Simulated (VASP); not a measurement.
Write the native input for VASP 6.6.1 that does the following.

| Item | Value |
| --- | --- |
| Task | band structure |
| Functional | r2SCAN |
| Potentials or basis | VASP PAW PBE potentials, release 64 (K_sv, F) |
| Cutoff | 520 eV |
| k mesh | 10 × 10 × 10 |
| Occupations | gaussian, width 0.03 eV |
| Spin | no spin polarisation |
| Further INCAR settings | ALGO = Normal; EDIFF = 1e-07 |

The structure of KF (Carobbiite) lies in POSCAR:

```
KF                                      
1.0
   -0.0000000000      2.6549699318      2.6549699318
    2.6549699318      0.0000000000      2.6549699318
    2.6549699318      2.6549699318      0.0000000000
  K               F             
     1     1
Direct
     0.0000000000000000    0.0000000000000000    1.0000000000000000
     0.5000000000000000    0.5000000000000000    0.5000000000000000
```

The input as run:

INCAR

```
  PREC = Accurate
  ENCUT = 520
  EDIFF = 1E-7
  ISMEAR = 0
  SIGMA = 0.03
  LREAL = F
  LASPH = T
  NELM = 80
  ALGO = Normal
  ISIF = 2
  LWAVE = F
  LCHARG = F
  METAGGA = R2SCAN
  LMIXTAU = T
```

KPOINTS

```
Automatic mesh
0
Gamma
  10 10 10
```

KPOINTS_OPT

```
explicit points
252
Reciprocal
 0.0000000000  0.0000000000  0.0000000000 1
 0.0357142857  0.0000000000  0.0357142857 1
 0.0714285714  0.0000000000  0.0714285714 1
 0.1071428571  0.0000000000  0.1071428571 1
 0.1428571429  0.0000000000  0.1428571429 1
 0.1785714286  0.0000000000  0.1785714286 1
[... 244 lines left out ...]
 0.4894758900  0.0105241100  0.5000000000 1
 0.5105241100 -0.0105241100  0.5000000000 1
```

Potentials or basis: VASP PAW PBE potentials, release 64 (K_sv, F).

Run with:

```bash
$ cat potpaw_PBE.64/K_sv/POTCAR potpaw_PBE.64/F/POTCAR > POTCAR
$ mpirun -np 1 vasp_std > vasp.out
```

Results of the run:

```
Pressure                : 0.1 GPa
Band gap on the k mesh  : 6.93 eV, direct
Band gap along the path : 6.93 eV, direct
```

Caveat: the PAW data sets were made with another functional, which shifts forces and pressure a little.

It took 2.5 min on 1 thread of Intel(R) Xeon(R) 6975P-C (Granite Rapids) (shared host), peak memory 0.19 GiB.
